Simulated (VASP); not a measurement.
Wanted: the native input for a VASP 6.6.1 run.

| Property | Result |
| --- | --- |
| Task | single point |
| Functional | r2SCAN |
| Potentials or basis | VASP PAW PBE potentials, release 64 (Ca_sv, O) |
| Cutoff | 520 eV |
| k mesh | 8 × 8 × 8 |
| Occupations | gaussian, width 0.01 eV |
| Spin | no spin polarisation |
| Dipole correction | no |
| Further INCAR settings | ALGO = Normal; EDIFF = 1e-06; NBANDS = 15 |

The structure of CaO lies in POSCAR:

```
CaO
1.0
   -0.0695128464      2.5372188926      2.5372188926
    2.5372188926     -0.0695128464      2.5372188926
    2.5372188926      2.5372188926     -0.0695128464
Ca O
1 1
Direct
   -0.0028848282     -0.0028848282     -0.0028848282
    0.2528848282      0.2528848282      0.2528848282
```

The cell was built by a generator and needn't be a form met in nature.

The cell isn't the ideal one: shear_111 strain -4.0%.

The input as run:

INCAR

```
PREC = Accurate
ENCUT = 520
EDIFF = 1E-6
ISMEAR = 0
SIGMA = 0.01
LREAL = F
LASPH = T
NELM = 100
ALGO = Normal
ISIF = 2
LWAVE = F
LCHARG = F
METAGGA = R2SCAN
LMIXTAU = T
NBANDS = 15
```

KPOINTS

```
regular mesh
0
Gamma
  8 8 8
```

Potentials or basis: VASP PAW PBE potentials, release 64 (Ca_sv, O).

Command:

```console
$ cat potpaw_PBE.64/Ca_sv/POTCAR potpaw_PBE.64/O/POTCAR > POTCAR
$ mpirun -np 1 vasp_std > vasp.out
```

Results of the run:

```yaml
Pressure: 4.5 GPa
Largest_force: 0.012 eV/Å
Band_gap_on_the_k_mesh: 3.85 eV, indirect (least direct gap 4.47 eV)
```

Caveat: the PAW data sets were made with another functional, which shifts forces and pressure a little.

It took 4 min on 1 thread of Intel(R) Xeon(R) Platinum 8259CL CPU @ 2.50GHz (Skylake/Cascade Lake), with other jobs on the host, peak memory 0.19 GiB.
